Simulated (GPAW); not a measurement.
The system is Sb.

```
CELL_PARAMETERS angstrom
3.12240 0.00000 0.00000
0.00000 4.34752 0.00000
-0.03891 0.00000 4.40585
ATOMIC_POSITIONS crystal
Sb 0.01139 0.25000 0.24117
Sb 0.98861 0.75000 0.75883
```

This isn't the form of Sb at room conditions, which is rhombohedral.

| Item | Value |
| --- | --- |
| Program | GPAW 26.7.0 |
| Task | single point |
| Functional | PBEsol |
| Potentials or basis | PAW data sets generated in the run's folder for this functional |
| Cutoff | 600 eV |
| Basis | pw |
| k mesh | 9 × 6 × 6 |
| Occupations | fermi-dirac, width 0.05 eV |
| Spin | no spin polarisation |

On this cell: pressure -2.5 GPa; largest force 0.043 eV/Å; band gap on the k mesh none (metal or under the smearing width).

The same run follows on a disturbed copy (atoms moved at random, drawn with an rms of 0.05 Å):

```xyz
2
Lattice="3.1224 0.0000 0.0000 0.0000 4.3475 0.0000 -0.0389 0.0000 4.4059" Properties=species:S:1:pos:R:3 pbc="T T T"
Sb    0.0286    1.1368    1.0689
Sb    3.0974    3.2454    3.3720
```

Problem. What changes?

Solution. The energy (extrapolated to zero smearing) moves by +1.4 meV/atom; pressure -2.3 GPa; largest force 0.089 eV/Å; band gap on the k mesh none (metal or under the smearing width).

Forces in eV/Å, atoms in the order of the input:
```
Sb  -0.014 -0.075  0.046
Sb   0.014  0.075 -0.046
```

Stress tensor (GPa, compression positive):
```
-1.79  0.01  0.09
 0.01 -2.66 -0.42
 0.09 -0.42 -2.44
```
